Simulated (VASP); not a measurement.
Runs of VASP 6.6.1 on TiO2. Symmetry: P4_2/mnm, No. 136, tetragonal system. Conventional cell: a = 4.600 Å, b = 4.600 Å, c = 2.959 Å, α = 90.00°, β = 90.00°, γ = 90.00°. Ti (site symmetry mmm) is surrounded by 6 O at 1.95 to 1.98 Å. Around O (site symmetry m2m) lie 3 Ti at 1.95 to 1.98 Å. The cell is a database's computed one.

| task | level | cell | cutoff (eV) | gap on the mesh (eV) | pressure (GPa) | relaxed volume (Å³/atom) | largest force (eV/Å) |
| --- | --- | --- | --- | --- | --- | --- | --- |
| relaxation of cell and atoms | BLYP | relaxed | 600 | (c) | 0.1 | (b) | 0.01 |
| band structure | AM05 | as given | 520 | 1.80 | -1.7 | - | 0.07 |
| band structure | PW91 | as given | 520 | 1.83 | (a) | - | 0.02 |
| relaxation of cell and atoms | revPBE | relaxed | 600 | 1.84 | 0.2 | 10.85 | 0.01 |
| band structure | revPBE | as given | 520 | 1.87 | - | - | - |
| relaxation of cell and atoms | PW91 | relaxed | 600 | 1.80 | 0.1 | 10.64 | 0.02 |
| band structure | BLYP | as given | 520 | 1.83 | - | - | - |
| relaxation of cell and atoms | AM05 | relaxed | 600 | 1.84 | 0.1 | 10.36 | - |

Alike in all rows: potentials or basis VASP PAW PBE potentials, release 64 (Ti_sv, O); no spin polarisation; k mesh 6 × 6 × 9; smearing fermi-dirac 0.05 eV.

Fill in the values left out.

(a) 4.5; (b) 10.95; (c) 1.77.

Caveats: the PAW data sets were made with another functional, which shifts forces and pressure a little; an odd mesh through Γ misses points on the zone boundary, where band edges often lie (some runs).

Runs at the PBE level aren't shown here.
